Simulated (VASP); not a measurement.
# Si5O4H12 in VASP: further runs

The runs below take Si5O4H12 through single point, with PBE, LDA.

Everything below comes from runs of VASP 6.6.1. Logs are shortened: lines on timing, memory, paths and dates and some standing lists are left out, and cuts for length are marked.

**1. The molecule as given**

The cell holds a molecule in a box, 21 atoms: a = 15.000 Å, b = 15.000 Å, c = 15.000 Å, α = 90.00°, β = 90.00°, γ = 90.00°.

**2. Single point, PBE**

INCAR reads:

```
ALGO     = Normal         # electronic algorithm
EDIFF    = 1E-7           # SCF threshold, eV
ENCUT    = 400            # plane-wave cutoff, eV
GGA      = PE             # functional
ISIF     = 2              # what is computed and relaxed
ISMEAR   = 0              # smearing method
LASPH    = T              # aspherical terms in the spheres
LCHARG   = F              # write CHGCAR
LREAL    = F              # projectors in reciprocal space
LWAVE    = F              # write WAVECAR
NBANDS   = 44             # bands
NELM     = 80             # most SCF steps
PREC     = Accurate       # precision mode
SIGMA    = 0.02           # smearing width, eV
```

KPOINTS reads:

```
k-points
0
Gamma
  1 1 1
```

POSCAR reads:

```
Si5H12O4
1.0
   15.0000000000      0.0000000000      0.0000000000
    0.0000000000     15.0000000000      0.0000000000
    0.0000000000      0.0000000000     15.0000000000
Si O H
5 4 12
Direct
    0.5000127000      0.5000243800      0.4999876500
    0.4971931300      0.6803151200      0.3975103700
    0.6863027000      0.4194989800      0.4572748000
    0.4709207600      0.5256718800      0.7037436200
    0.3455685300      0.3745510900      0.4415027800
    0.4832811400      0.5737719900      0.4220965300
    0.6052047800      0.4743688900      0.5078752000
    0.4673215900      0.5416906400      0.5947454900
    0.4442589300      0.4102279100      0.4751966500
    0.4818034100      0.6907108800      0.2999293100
    0.4320072500      0.7359185900      0.4481106200
    0.5897388400      0.7092910900      0.4202290800
    0.7719634700      0.4471918300      0.4992501700
    0.6878599600      0.4416355700      0.3601744700
    0.6734971800      0.3214397400      0.4683373200
    0.4493659700      0.4309095300      0.7255629800
    0.5614982900      0.5476024600      0.7386168500
    0.4034492000      0.5857337500      0.7450508500
    0.3328234700      0.3950693500      0.3449690700
    0.2731077000      0.4181034300      0.4941630400
    0.3428210200      0.2762729100      0.4556731600
```

Potentials or basis: VASP PAW PBE potentials, release 64 (Si, O, H).

Run with:

```sh
$ cat potpaw_PBE.64/Si/POTCAR potpaw_PBE.64/O/POTCAR potpaw_PBE.64/H/POTCAR > POTCAR
$ mpirun -np 1 vasp_std > vasp.out
```

OUTCAR:

```text
EDIFF = 1E-7
   ENCUT = 400
   GGA = PE
   ISIF = 2
   ISMEAR = 0
   LASPH = T
   LREAL = F
   NELM = 80
   PREC = Accurate

 ion  position               nearest neighbor table
   1  0.500  0.500  0.500-   8 1.63   6 1.63   7 1.63   9 1.63   3 3.11   2 3.11   5 3.11   4 3.11

   2  0.497  0.680  0.398-  10 1.49  11 1.49  12 1.49   6 1.65   1 3.11
   3  0.686  0.419  0.457-  13 1.49  15 1.49  14 1.49   7 1.65   1 3.11
   4  0.471  0.526  0.704-  18 1.49  17 1.49  16 1.49   8 1.65   1 3.11
   5  0.346  0.375  0.442-  21 1.49  19 1.49  20 1.49   9 1.65   1 3.11
   6  0.483  0.574  0.422-   1 1.63   2 1.65
   7  0.605  0.474  0.508-   1 1.63   3 1.65
   8  0.467  0.542  0.595-   1 1.63   4 1.65
   9  0.444  0.410  0.475-   1 1.63   5 1.65
  10  0.482  0.691  0.300-   2 1.49
  11  0.432  0.736  0.448-   2 1.49
  12  0.590  0.709  0.420-   2 1.49
  13  0.772  0.447  0.499-   3 1.49
  14  0.688  0.442  0.360-   3 1.49
  15  0.673  0.321  0.468-   3 1.49
  16  0.449  0.431  0.726-   4 1.49
  17  0.561  0.548  0.739-   4 1.49
  18  0.403  0.586  0.745-   4 1.49
  19  0.333  0.395  0.345-   5 1.49
  20  0.273  0.418  0.494-   5 1.49
  21  0.343  0.276  0.456-   5 1.49

  LATTYP: Found a simple cubic cell.
 ALAT       =    15.0000000000

  Lattice vectors:

 A1 = (  15.0000000000,   0.0000000000,   0.0000000000)
 A2 = (   0.0000000000,  15.0000000000,   0.0000000000)
 A3 = (   0.0000000000,   0.0000000000,  15.0000000000)

Analysis of symmetry for initial positions (statically):
=====================================================================
 Subroutine PRICEL returns:
 Original cell was already a primitive cell.

 Routine SETGRP: Setting up the symmetry group for a
 simple cubic supercell.

 Subroutine GETGRP returns: Found  1 space group operations
 (whereof  1 operations were pure point group operations)
 out of a pool of 48 trial point group operations.

The static configuration has the point symmetry C_1 .

Analysis of symmetry for dynamics (positions and initial velocities):
=====================================================================
 Subroutine PRICEL returns:
 Original cell was already a primitive cell.

 Routine SETGRP: Setting up the symmetry group for a
 simple cubic supercell.

 Subroutine GETGRP returns: Found  1 space group operations
 (whereof  1 operations were pure point group operations)
 out of a pool of 48 trial point group operations.

[... 120 lines left out ...]
   ISIF   =      2    stress and relaxation
   ISYM   =      2    0-nonsym 1-usesym 2-fastsym
   POTIM  = 0.5000    time-step for ionic-motion
   TEBEG  =    0.0;   TEEND  =   0.0 temperature during run
   PSTRESS=    0.0 pullay stress
   NELECT =      56.0000    total number of electrons
   NUPDOWN=      -1.0000    fix difference up-down
   EMIN   =  10.00;   EMAX   =-10.00  energy-range for DOS
   EFERMI =   0.00;   METHOD = LEGACY
   ISMEAR =     0;   SIGMA  =   0.02  broadening in eV -4-tet -1-fermi 0-gaus
   EFERMI_NEDOS =   21; number of points for ismear=-14 and -15
   IALGO  =     38    algorithm
   IMIX   =      4    mixing-type and parameters
     AMIX     =   0.40;   BMIX     =  1.00
     AMIX_MAG =   1.60;   BMIX_MAG =  1.00
  volume/ion in A,a.u.               =     160.71      1084.55
  Fermi-wavevector in a.u.,A,eV,Ry     =   0.417554  0.789063  2.372197  0.174352
  Thomas-Fermi vector in A             =   1.377877
   LORBIT       =      0    0 simple, 1 ext, 2 COOP (PROOUT), +10 PAW based schemes
   GGA     = PE    functional components
   LHFCALC =     F    Hartree Fock is set to
   AEXX    =    0.0000 exact exchange contribution
   IVDW    =     0    specifies the selected vdW correction
   LEPSILON=     F    determine dielectric tensor
   LRPA    =     F    only Hartree local field effects (RPA)
 non-spin polarized calculation
 Gauss-broadening in eV      SIGMA  =   0.02
  energy-cutoff  :      400.00
  volume of cell :     3375.00
 maximum number of plane-waves:     61445
 NGX is ok and might be reduce to    98
   NGX = 49   NGY = 49   NGZ = 49

 number of electron      55.9999988 magnetization

 Free energy of the ion-electron system (eV)
  ---------------------------------------------------
  ext. energy  EPLUGINS =         0.00000000
  ---------------------------------------------------
  free energy    TOTEN  =      -103.39138416 eV

  energy without entropy =     -103.39138416  energy(sigma->0) =     -103.39138416

 E-fermi :  -6.8769     XC(G=0):  -1.0430

 val. band max:       -6.9799173008   @ k =   0.0000   0.0000   0.0000
 cond. band min:      -1.0438434710   @ k =   0.0000   0.0000   0.0000
 fundamental gap:      5.9360738298
 Fermi energy:        -6.8768846907

 k-point     1 :       0.0000    0.0000    0.0000
  band No.  band energies     occupation
      1     -25.3931      2.00000
      2     -24.3213      2.00000
      3     -24.3210      2.00000
      4     -24.3004      2.00000
      5     -14.9944      2.00000
      6     -13.5964      2.00000
[... 32 lines left out ...]
     39       0.6361      0.00000
     40       0.6405      0.00000
 [bands above 40 left out]

------------------------ aborting loop because EDIFF is reached ----------------------------------------

  FORCE on cell =-STRESS in cart. coord.  units (eV):
  Direction    XX          YY          ZZ          XY          YZ          ZX
  --------------------------------------------------------------------------------------
  -------------------------------------------------------------------------------------
  Total       -3.0371746     -3.0465740     -3.0474766      0.0137335     -0.0096145     -0.0158657
  in kB       -1.4418051     -1.4462672     -1.4466957      0.0065196     -0.0045642     -0.0075317
  external PRESSURE =      -1.4449227 kB  Pullay stress =       0.0000000 kB

 VOLUME and BASIS-vectors are now :
 -----------------------------------------------------------------------------
  energy-cutoff  :      400.00
  volume of cell :     3375.00
      direct lattice vectors                 reciprocal lattice vectors
    15.000000000  0.000000000  0.000000000     0.066666667  0.000000000  0.000000000
     0.000000000 15.000000000  0.000000000     0.000000000  0.066666667  0.000000000
     0.000000000  0.000000000 15.000000000     0.000000000  0.000000000  0.066666667

 POSITION                                       TOTAL-FORCE (eV/Angst)
 -----------------------------------------------------------------------------------
      7.50019      7.50037      7.49981        -0.001425      0.001009     -0.001159
      7.45790     10.20473      5.96266        -0.003443      0.025886     -0.011641
     10.29454      6.29248      6.85912         0.030001     -0.015946     -0.007206
      7.06381      7.88508     10.55615        -0.001662      0.004615      0.030846
      5.18353      5.61827      6.62254        -0.024399     -0.018158     -0.012345
      7.24922      8.60658      6.33145         0.012221      0.009707     -0.000482
[... 13 lines left out ...]
      4.09662      6.27155      7.41245         0.007356     -0.005905     -0.002903
      5.14232      4.14409      6.83510         0.000242      0.009564     -0.004346
 -----------------------------------------------------------------------------------
    total drift:                                0.001413     -0.000578     -0.000256

  FREE ENERGIE OF THE ION-ELECTRON SYSTEM (eV)
  ---------------------------------------------------
  free  energy   TOTEN  =      -103.3913841572 eV

  energy  without entropy=     -103.3913841572  energy(sigma->0) =     -103.39138416
```

OSZICAR:

```text
N       E                     dE             d eps       ncg     rms          rms(c)
DAV:   1     0.445598032766E+03    0.44560E+03   -0.12218E+04   104   0.601E+02
DAV:   2     0.831121061174E+02   -0.36249E+03   -0.33664E+03   144   0.135E+02
DAV:   3    -0.952267877729E+02   -0.17834E+03   -0.17729E+03   136   0.103E+02
[... 25 lines left out ...]
DAV:  29    -0.103391382767E+03   -0.64539E-06   -0.90292E-09    72   0.523E-04    0.272E-04
DAV:  30    -0.103391383442E+03   -0.67507E-06   -0.22684E-08    76   0.892E-04    0.216E-04
DAV:  31    -0.103391383720E+03   -0.27776E-06   -0.21829E-09    72   0.344E-04    0.199E-04
DAV:  32    -0.103391384061E+03   -0.34123E-06    0.59419E-11    72   0.271E-04    0.135E-04
DAV:  33    -0.103391384157E+03   -0.95768E-07   -0.32552E-09    88   0.423E-04
   1 F= -.10339138E+03 E0= -.10339138E+03  d E =-.635858E-13
```

Run time: 5.6 min. Hardware: 1 thread of AMD EPYC 9R14 (Zen 4), shared host; peak memory 1.6 GiB.

What came out:

| Quantity | Value |
| --- | --- |
| Free energy | -103.3914 eV |
| Largest force | 0.035 eV/Å |
| Gap between the frontier levels | 5.94 eV |

Forces in eV/Å, atoms in the order of the input:
```
Si  -0.001  0.001 -0.001
Si  -0.003  0.026 -0.012
Si   0.030 -0.016 -0.007
Si  -0.002  0.005  0.031
Si  -0.024 -0.018 -0.012
O    0.012  0.010  0.000
O    0.012 -0.003 -0.015
O   -0.003 -0.011  0.013
O   -0.018 -0.001  0.003
H    0.000  0.003  0.011
H    0.005 -0.005 -0.009
H   -0.008 -0.002 -0.006
H   -0.008 -0.005 -0.002
H   -0.001  0.001  0.009
H    0.001  0.011  0.002
H    0.000  0.010 -0.002
H   -0.011  0.001 -0.003
H    0.009 -0.005 -0.002
H    0.004 -0.005  0.010
H    0.007 -0.006 -0.003
H    0.000  0.010 -0.004
```

Caveat: the cutoff is under 1.25 times the usual one of these potentials, so pressure, stress and relaxed cells hold a basis-set (Pulay) error.

**3. Single point, LDA**

Changes to INCAR since step 2:

```diff
@@ -3,3 +3,2 @@
 ENCUT    = 400            # plane-wave cutoff, eV
-GGA      = PE             # functional
 ISIF     = 2              # what is computed and relaxed
```

KPOINTS is that of step 2.

POSCAR is that of step 2.

Potentials or basis: VASP PAW LDA potentials, release 64 (Si, O, H).

Run with:

```sh
$ cat potpaw_LDA.64/Si/POTCAR potpaw_LDA.64/O/POTCAR potpaw_LDA.64/H/POTCAR > POTCAR
$ mpirun -np 1 vasp_std > vasp.out
```

Run time: 5.1 min. Hardware: 1 thread of AMD EPYC 9R14 (Zen 4), shared host; peak memory 1.1 GiB.

The run converged. Its results:

* Free energy: -108.5500 eV
* Largest force: 0.452 eV/Å
* Gap between the frontier levels: 5.76 eV

Forces on the atoms (eV/Å):
```
Si  -0.001  0.001 -0.001
Si  -0.054 -0.434  0.116
Si  -0.338  0.217  0.197
Si  -0.005  0.056 -0.446
Si   0.398  0.159  0.133
O    0.156  0.006  0.339
O   -0.264 -0.070 -0.250
O    0.193 -0.302 -0.098
O   -0.083  0.361  0.011
H   -0.006 -0.012 -0.007
H   -0.013 -0.013  0.012
H    0.013 -0.020  0.007
H   -0.003  0.010  0.015
H   -0.020  0.020 -0.004
H   -0.021 -0.002  0.013
H   -0.007 -0.012 -0.022
H    0.013  0.007 -0.019
H   -0.006  0.011 -0.011
H    0.020  0.011 -0.007
H    0.012  0.014  0.019
H    0.016 -0.006  0.005
```

Levels at points of the mesh, in eV from the valence-band top:
| k point | band 24 | band 25 | band 26 | band 27 | band 28 | band 29 | band 30 | band 31 | band 32 | band 33 |
| --- | --- | --- | --- | --- | --- | --- | --- | --- | --- | --- |
| (0.00, 0.00, 0.00) | -0.42 | -0.37 | -0.19 | 0.00 | 0.00 | 5.76 | 6.62 | 6.67 | 6.69 | 6.83 |

Caveat: the cutoff is under 1.25 times the usual one of these potentials, so pressure, stress and relaxed cells hold a basis-set (Pulay) error. As with any semilocal functional, this LDA gap is likely too small.
